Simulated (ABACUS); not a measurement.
# W (Fm-3m) in ABACUS: reference runs

How does W come out in PBE? The cell is run as given and disturbed.

Program: ABACUS 3.10.1. These are calculated values, not measurements. Logs are shortened: lines on timing, memory, paths and dates and some standing lists are left out, and cuts for length are marked.

### 1 The crystal as given

Symmetry: Fm-3m, No. 225, cubic system. The conventional cell has a = 4.060 Å, b = 4.060 Å, c = 4.060 Å, α = 90.00°, β = 90.00°, γ = 90.00°. W (site symmetry m-3m) has 12 W at 2.87 Å as nearest neighbours.

This isn't the form of W at room conditions, which is bcc.

### 2 Single point, PBE

Contents of INPUT:

```
INPUT_PARAMETERS
suffix              W
calculation         scf
basis_type          pw
pseudo_dir          ./
symmetry            1
dft_functional      pbe
ecutwfc             74
pseudo_rcut         10
nspin               1
nbands              11
ks_solver           dav
smearing_method     fd
smearing_sigma      0.00367493
scf_thr             1e-08
scf_nmax            100
mixing_type         broyden
mixing_beta         0.7
cal_force           1
cal_stress          1
kpar                4
```

Contents of STRU:

```
ATOMIC_SPECIES
W 183.8400 W.upf

LATTICE_CONSTANT
1.8897261246

LATTICE_VECTORS
0.0000000000 2.0300000000 2.0300000000
2.0300000000 0.0000000000 2.0300000000
2.0300000000 2.0300000000 0.0000000000

ATOMIC_POSITIONS
Direct

W
0.0
1
0.0000000000 0.0000000000 0.0000000000 1 1 1
```

Contents of KPT:

```
K_POINTS
0
Gamma
11 11 11 0 0 0
```

Potentials or basis: PseudoDojo NC SR 0.4.1 PBE standard, plane waves.

Started as:

```
OMP_NUM_THREADS=1 mpirun -np 4 abacus > log
```

running log:

```text
ABACUS v3.10.1

               Atomic-orbital Based Ab-initio Computation at UStc

 ------------------------------------------------------------------------------------

 READING GENERAL INFORMATION
                           global_out_dir = OUT.W/
                           global_in_card = INPUT
                               pseudo_dir = ./
                              orbital_dir =
                                    DSIZE = 4
                                    GSIZE = 1

 READING UNITCELL INFORMATION
                                    ntype = 1
                  lattice constant (Bohr) = 1.88973
              lattice constant (Angstrom) = 1

 READING ATOM TYPE 1
                               atom label = W
                      L=0, number of zeta = 1
                      L=1, number of zeta = 1
                      L=2, number of zeta = 1
             number of atom for this type = 1

                        TOTAL ATOM NUMBER = 1
DIRECT COORDINATES
    atom                   x                   y                   z     mag                  vx                  vy                  vz
taud_W1            0.0000000000        0.0000000000        0.0000000000  0.0000        0.0000000000        0.0000000000        0.0000000000

                          Volume (Bohr^3) = 112.905
                             Volume (A^3) = 16.7308

 Lattice vectors: (Cartesian coordinate: in unit of a_0)
                   +0               +2.03               +2.03
                +2.03                  +0               +2.03
                +2.03               +2.03                  +0
 Reciprocal vectors: (Cartesian coordinate: in unit of 2 pi/a_0)
            -0.246305           +0.246305           +0.246305
            +0.246305           -0.246305           +0.246305
            +0.246305           +0.246305           -0.246305
 The esolver type has been set to : ksdft_pw

                PAO radial cut off (Bohr) = 10

 Read in pseudopotential file is W.upf
                     pseudopotential type = NC
          exchange-correlation functional = PBE
                 nonlocal core correction = 1
                        valence electrons = 14
                                     lmax = 3
                           number of zeta = 4
                     number of projectors = 8
                           L of projector = 0
                           L of projector = 0
                           L of projector = 1
                           L of projector = 1
                           L of projector = 2
                           L of projector = 2
                           L of projector = 3
                           L of projector = 3
     initial pseudo atomic orbital number = 10

 SETUP THE ELECTRONS NUMBER
             electron number of element W = 14
       total electron number of element W = 14
            AUTOSET number of electrons:  = 14
                           occupied bands = 7
                                   NBANDS = 11
                                   NLOCAL = 9

%%%%%%%%%%%%%%%%%%%%%%%%%%%%%%%%%%%%%%%%%%%%%%%%%%%%%%%%%%%%%%%%%%%%%%%%%%%%%%%%%%%%%%%%%%%%%%%%%%%%%%%%%%
 Warning: the number of valence electrons in pseudopotential > 6 for W: [Xe] 4f14 5d4 6s2
 Pseudopotentials with additional electrons can yield (more) accurate outcomes, but may be less efficient.
 If you're confident that your chosen pseudopotential is appropriate, you can safely ignore this warning.
%%%%%%%%%%%%%%%%%%%%%%%%%%%%%%%%%%%%%%%%%%%%%%%%%%%%%%%%%%%%%%%%%%%%%%%%%%%%%%%%%%%%%%%%%%%%%%%%%%%%%%%%%%

 SETUP THE PLANE WAVE BASIS
 energy cutoff for charge/potential (unit:Ry) = 296
            fft grid for charge/potential = [ 30, 30, 30 ]
                        fft grid division = [ 1, 1, 1 ]
        big fft grid for charge/potential = [ 30, 30, 30 ]
                                     nbxx = 27000
                                     nrxx = 27000

 SETUP PLANE WAVES FOR CHARGE/POTENTIAL
                    number of plane waves = 9721
                         number of sticks = 595

 PARALLEL PW FOR CHARGE/POTENTIAL
     PROC   COLUMNS(POT)             PW
        1            595           9721
 --------------- sum -------------------
        1            595           9721
                            number of |g| = 150
                                  max |g| = 26.6932
                                  min |g| = 0

----------- Double Check Mixing Parameters Begin ------------
mixing_type: broyden
mixing_beta: 0.7
mixing_gg0: 1
mixing_gg0_min: 0.1
mixing_ndim: 8
[... 27 lines left out ...]
                              POINT GROUP = O_h
               POINT GROUP IN SPACE GROUP = O_h

 SETUP K-POINTS
                                    nspin = 1
                   Input type of k points = Monkhorst-Pack(Gamma)
                                   nkstot = 1331
                       right hand lattice = 1
(for reciprocal lattice: )
                             BRAVAIS TYPE = 2
                     BRAVAIS LATTICE NAME = 02. Cubic I (body-centered)
                                    ibrav = 2
                       right hand lattice = 1
(for k-lattice: )
                             BRAVAIS TYPE = 2
                     BRAVAIS LATTICE NAME = 02. Cubic I (body-centered)
                                    ibrav = 2
                       right hand lattice = 1
                        ROTATION MATRICES = 48
                               nkstot_ibz = 56
K-POINTS REDUCTION ACCORDING TO SYMMETRY
     IBZ    DIRECT_X    DIRECT_Y    DIRECT_Z  WEIGHT  ibz2bz
       1  0.00000000  0.00000000  0.00000000  0.0008       0
       2  0.09090909  0.09090909  0.09090909  0.0060       1
       3  0.18181818  0.18181818  0.18181818  0.0060       2
       4  0.27272727  0.27272727  0.27272727  0.0060       3
       5  0.36363636  0.36363636  0.36363636  0.0060       4
       6  0.45454545  0.45454545  0.45454545  0.0060       5
[... 22 lines left out ...]
      29 -0.36363636  0.36363636  0.36363636  0.0180      40
      30 -0.45454545  0.27272727  0.27272727  0.0090      41
[... 26 further k points ...]

                               nkstot now = 56
[... K-POINTS DIRECT COORDINATES: 56 rows ...]

           k-point number in this process = 14
       minimum distributed K point number = 14
[... stars of the k points ...]

[... K-POINTS CARTESIAN COORDINATES: 14 rows ...]

[... K-POINTS DIRECT COORDINATES: 14 rows ...]

 SETUP PLANE WAVES FOR WAVE FUNCTIONS
     energy cutoff for wavefunc (unit:Ry) = 74
              fft grid for wave functions = [ 30, 30, 30 ]
                    number of plane waves = 1837
                         number of sticks = 199

 PARALLEL PW FOR WAVE FUNCTIONS
     PROC   COLUMNS(POT)             PW
        1            199           1837
 --------------- sum -------------------
        1            199           1837

 SETUP NONLOCAL PSEUDOPOTENTIALS IN PLANE WAVE BASIS
 W non-local projectors:
 projector 1 L=0
 projector 2 L=0
 projector 3 L=1
 projector 4 L=1
 projector 5 L=2
 projector 6 L=2
 projector 7 L=3
 projector 8 L=3
      TOTAL NUMBER OF NONLOCAL PROJECTORS = 32

 Init Non-Local PseudoPotential table :
 Init Non-Local-Pseudopotential done.

                                     npwx = 1243

 Make real space PAO into reciprocal space.
       max mesh points in Pseudopotential = 1001
     dq(describe PAO in reciprocal space) = 0.01
                                    max q = 1037

 number of pseudo atomic orbitals for W is 4
WARNING: norm of atomic wavefunction # 3 of atomic type W is 0.999981, renormalized
WARNING: norm of atomic wavefunction # 4 of atomic type W is 0.99991, renormalized

 -------------------------------------------
 SELF-CONSISTENT
 -------------------------------------------
                                 init_chg = atomic

 PW ALGORITHM --------------- ION=   1  ELEC=   1--------------------------------
 Notice: Threshold on eigenvalues was too large.
 hsover_error=0.14 > DRHO=0.0354062
 Origin diag ethr = 0.01
 New diag ethr = 0.000252902

 Density error is 0.0369859690411
                          Error Threshold = 0.00025290170459
----------------------------------------------------------
     Energy           Rydberg                 eV
----------------------------------------------------------
 E_KohnSham     -151.6650323335      -2063.5086270897
 E_Harris       -152.7884329806      -2078.7932770277
 E_Fermi        1.5571115845         21.1855899716
----------------------------------------------------------
[... 51 lines left out ...]
 Density error is 7.99195854989e-09
                          Error Threshold = 1.58245960081e-10
----------------------------------------------------------
     Energy           Rydberg                 eV
----------------------------------------------------------
 E_KohnSham     -151.6711351653      -2063.5916603759
 E_KS(sigma->0) -151.6708146927      -2063.5873001224
 E_Harris       -151.6706303556      -2063.5847920881
 E_band         -7.3416555480        -99.8883482056
 E_one_elec     -18.3037220533       -249.0349145330
 E_Hartree      16.8538408310        229.3082684863
 E_xc           -33.0934980079       -450.2601396588
 E_Ewald        -117.1271149899      -1593.5961541633
 E_entropy(-TS) -0.0006409452        -0.0087205071
 E_descf        0.0000000000         0.0000000000
 E_exx          0.0000000000         0.0000000000
 E_Fermi        1.5256645934         20.7577317066
----------------------------------------------------------

 charge density convergence is achieved
 final etot is -2063.5916604 eV
 EFERMI = 20.757731707 eV

 STATE ENERGY(eV) AND OCCUPATIONS    NSPIN == 1
 1/14 kpoint (Cartesian) = 0.0000 0.0000 0.0000 (1243 pws)
       1       -52.9658     0.00150263
       2       -16.6190     0.00150263
       3       -16.6190     0.00150263
       4       -16.6190     0.00150263
       5        11.8536     0.00150263
       6        20.2114     0.00150260
       7        20.2114     0.00150260
       8        20.2114     0.00150260
       9        23.2537    3.14389e-25
      10        23.2537    3.14389e-25
      11        33.5013        0.00000
[... 53 lines left out ...]
 6/14 kpoint (Cartesian) = 0.11196 0.11196 0.11196 (1197 pws)
       1       -52.8706      0.0120210
       2       -17.6712      0.0120210
       3       -16.7606      0.0120210
       4       -16.7606      0.0120210
       5        15.2413      0.0120210
       6        20.0296      0.0120210
       7        20.0296      0.0120210
       8        21.1126    9.94036e-06
       9        25.5251    4.69309e-44
      10        25.5251    4.69309e-44
      11        30.9437        0.00000

[... levels at 8 further k points ...]

------------------------------------------------------------------------------------------
 TOTAL-FORCE (eV/Angstrom)
------------------------------------------------------------------------------------------
                        W1         0.0000000000         0.0000000000         0.0000000000
------------------------------------------------------------------------------------------

----------------------------------------------------------------
 TOTAL-STRESS (KBAR)
----------------------------------------------------------------
       -47.7488006208         0.0000000000         0.0000000000
         0.0000000000       -47.7488006208        -0.0000000000
         0.0000000000        -0.0000000000       -47.7488006208
----------------------------------------------------------------
 TOTAL-PRESSURE: -47.748801 KBAR

 --------------------------------------------
 !FINAL_ETOT_IS -2063.5916603759465033 eV
 --------------------------------------------
```

Wall time 3.2 s (4 MPI ranks of Intel Xeon 6975P-C (Granite Rapids), shared host); peak memory 0.24 GiB.

What came out:

* Free energy: -2063.5917 eV
* Pressure: -4.8 GPa
* Band gap on the k mesh: none (metal or under the smearing width)

### 3 Single point, PBE (cell strained at random at fixed volume)

INPUT is that of step 2.

Contents of STRU:

```
ATOMIC_SPECIES
W 183.8400 W.upf

LATTICE_CONSTANT
1.8897261246

LATTICE_VECTORS
0.0119230000 2.0082280000 2.0318620000
2.0297100000 0.0110640000 2.0327210000
2.0541460000 2.0335240000 -0.0133730000

ATOMIC_POSITIONS
Direct

W
0.0
1
-0.0067530000 -0.0087400000 0.0141000000 1 1 1
```

KPT is that of step 2.

Potentials or basis: PseudoDojo NC SR 0.4.1 PBE standard, plane waves.

Started as:

```
OMP_NUM_THREADS=1 mpirun -np 4 abacus > log
```

running log:

```text
ABACUS v3.10.1

               Atomic-orbital Based Ab-initio Computation at UStc

 ------------------------------------------------------------------------------------

 READING GENERAL INFORMATION
                           global_out_dir = OUT.W/
                           global_in_card = INPUT
                               pseudo_dir = ./
                              orbital_dir =
                                    DSIZE = 4
                                    GSIZE = 1

 READING UNITCELL INFORMATION
                                    ntype = 1
                  lattice constant (Bohr) = 1.88973
              lattice constant (Angstrom) = 1

 READING ATOM TYPE 1
                               atom label = W
                      L=0, number of zeta = 1
                      L=1, number of zeta = 1
                      L=2, number of zeta = 1
             number of atom for this type = 1

                        TOTAL ATOM NUMBER = 1
DIRECT COORDINATES
    atom                   x                   y                   z     mag                  vx                  vy                  vz
taud_W1            0.9932470000        0.9912600000        0.0141000000  0.0000        0.0000000000        0.0000000000        0.0000000000

                          Volume (Bohr^3) = 112.905
                             Volume (A^3) = 16.7308

 Lattice vectors: (Cartesian coordinate: in unit of a_0)
[... 298 lines left out ...]
 E_descf        0.0000000000         0.0000000000
 E_exx          0.0000000000         0.0000000000
 E_Fermi        1.5263853520         20.7675381313
----------------------------------------------------------

 charge density convergence is achieved
 final etot is -2063.5958189 eV
 EFERMI = 20.767538131 eV

 STATE ENERGY(eV) AND OCCUPATIONS    NSPIN == 1
 1/167 kpoint (Cartesian) = 0.0000 0.0000 0.0000 (1241 pws)
       1       -52.9685     0.00150263
       2       -16.6504     0.00150263
       3       -16.6193     0.00150263
       4       -16.5931     0.00150263
       5        11.8540     0.00150263
       6        20.0193     0.00150263
       7        20.1936     0.00150261
       8        20.4141     0.00150135
       9        23.1513    2.96146e-24
      10        23.3624    4.34283e-26
      11        33.5005        0.00000
[... 53 lines left out ...]
 6/167 kpoint (Cartesian) = -0.11231 0.11418 0.11152 (1207 pws)
       1       -52.8690     0.00300526
       2       -17.6824     0.00300526
       3       -16.7815     0.00300526
       4       -16.7742     0.00300526
       5        15.2605     0.00300526
       6        19.9261     0.00300526
       7        20.0654     0.00300526
       8        21.2051    4.75359e-07
       9        25.3948    1.93371e-43
      10        25.6969    4.59302e-46
      11        31.0629        0.00000

[... levels at 161 further k points ...]

------------------------------------------------------------------------------------------
 TOTAL-FORCE (eV/Angstrom)
------------------------------------------------------------------------------------------
                        W1         0.0000000000         0.0000000000         0.0000000000
------------------------------------------------------------------------------------------

----------------------------------------------------------------
 TOTAL-STRESS (KBAR)
----------------------------------------------------------------
       -40.6763662634        24.3268951915        -7.5716802619
        24.3268951915       -65.0408705236       -10.3905728784
        -7.5716802619       -10.3905728784       -35.5559114708
----------------------------------------------------------------
 TOTAL-PRESSURE: -47.091049 KBAR

 --------------------------------------------
 !FINAL_ETOT_IS -2063.5958189078123723 eV
 --------------------------------------------
```

stdout:

```text
ABACUS v3.10.1

               Atomic-orbital Based Ab-initio Computation at UStc

%%%%%%%%%%%%%%%%%%%%%%%%%%%%%%%%%%%%%%%%%%%%%%%%%%%%%%%%%%%%%%%%%%%%%%%%%%%%%%%%%%%%%%%%%%%%%%%%%%%%%%%%%
 Warning: the number of valence electrons in pseudopotential > 6 for W: [Xe] 4f14 5d4 6s2
[... 31 lines left out ...]
 TOTAL-STRESS (KBAR)
----------------------------------------------------------------
       -40.6763662634        24.3268951915        -7.5716802619
        24.3268951915       -65.0408705236       -10.3905728784
        -7.5716802619       -10.3905728784       -35.5559114708
----------------------------------------------------------------
 TOTAL-PRESSURE: -47.091049 KBAR
```

Run time: 26 s. Hardware: 4 MPI ranks of Intel Xeon 6975P-C (Granite Rapids), shared host; peak memory 0.4 GiB.

Results:

- Free energy: -2063.5958 eV
- Pressure: -4.7 GPa
- Band gap on the k mesh: none (metal or under the smearing width)

The run has no spin-orbit coupling, so splittings on W are missing.
